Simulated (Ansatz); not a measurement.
Runs of Ansatz 0.2.0 on Zn. The structure is cubic, space group Fm-3m (No. 225). The conventional cell has a = 3.930 Å, b = 3.930 Å, c = 3.930 Å, α = 90.00°, β = 90.00°, γ = 90.00°. Around Zn (site symmetry m-3m) lie 12 Zn at 2.78 Å. This isn't the form of Zn at room conditions, which is hcp.

```tsv
task	level	k mesh	cutoff (eV)	points for each segment of the path	atoms under strain	gap on the mesh (eV)	pressure (GPa)
phonons	PBEsol	9 × 9 × 9	420	-	-	none	-
band structure	revPBE	12 × 12 × 12	420	14	-	none	2.0
band structure	LDA	12 × 12 × 12	420	14	-	none	(a)
elastic constants	PBEsol	9 × 9 × 9	420	-	relaxed	none	-4.9
band structure	r2SCAN	12 × 12 × 12	500	14	-	none	-4.6
```

Alike in all rows: potentials or basis Ansatz PAW; no spin polarisation; cell as given; smearing fermi-dirac 0.05 eV.

**Question.** Fill in the values left out.

**Answer.** (a) -8.5.

Caveats: the PAW data sets come from PBE, with cores solved anew for the run's functional, which leaves a small shift of forces and pressure; the cell is more than 3 GPa from zero pressure, which shifts response properties (some runs); the elastic tensor has a negative eigenvalue, so either the cell is unstable as it stands or the mesh is too thin (some runs).

A gap of «none» marks a metal or a gap under the smearing width.

Runs at the PBE level aren't shown here.
